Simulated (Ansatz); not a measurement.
All numbers below come from Ansatz 0.2.0, DFT PBE, scalar-relativistic, plane waves, PAW. All cells share a 420 eV cutoff and Γ-centred k meshes spaced at most about 0.3 Å⁻¹ (about 0.25 or finer for metals, 2π included). No spin polarisation.

All energies are static (0 K, no zero-point motion).

**Question.** Which of these relaxed structures of Ga2S is the lowest in energy?
A.

```
CELL_PARAMETERS angstrom
1.80992 1.04496 5.30213
-1.80992 1.04496 5.30213
0.00000 -2.08991 5.30213
ATOMIC_POSITIONS crystal
Ga 0.76872 0.76872 0.76872
Ga 0.23128 0.23128 0.23128
S 0.00000 0.00000 0.00000
```

B.

```
CELL_PARAMETERS angstrom
9.33330 0.00000 0.00000
0.00000 9.33330 0.00000
0.00000 0.00000 3.56898
ATOMIC_POSITIONS crystal
Ga 0.36452 0.36452 0.00000
Ga 0.13548 0.86452 0.50000
Ga 0.63548 0.63548 0.00000
Ga 0.86452 0.13548 0.50000
S 0.00000 0.00000 0.00000
S 0.50000 0.50000 0.50000
```

**Answer.** A. The other, B, lies 236 meV/atom higher. Forms: A anti-cadmium chloride type, R-3m; B P4_2/mnm. Counting S atoms around Ga (those within 1.25 times the shortest such distance or 1.15 times the sum of covalent radii): A has Ga 3; B has Ga 2. Both come from invented guesses.

No dispersion correction is applied, so the spacing and binding between layers, chains or molecules are poorly described (P4_2/mnm), and this can change margins and order among such cells. Cells relaxed within their symmetry can be saddle points. Some candidate types were left out of the draw beforehand, so a known form may be missing.
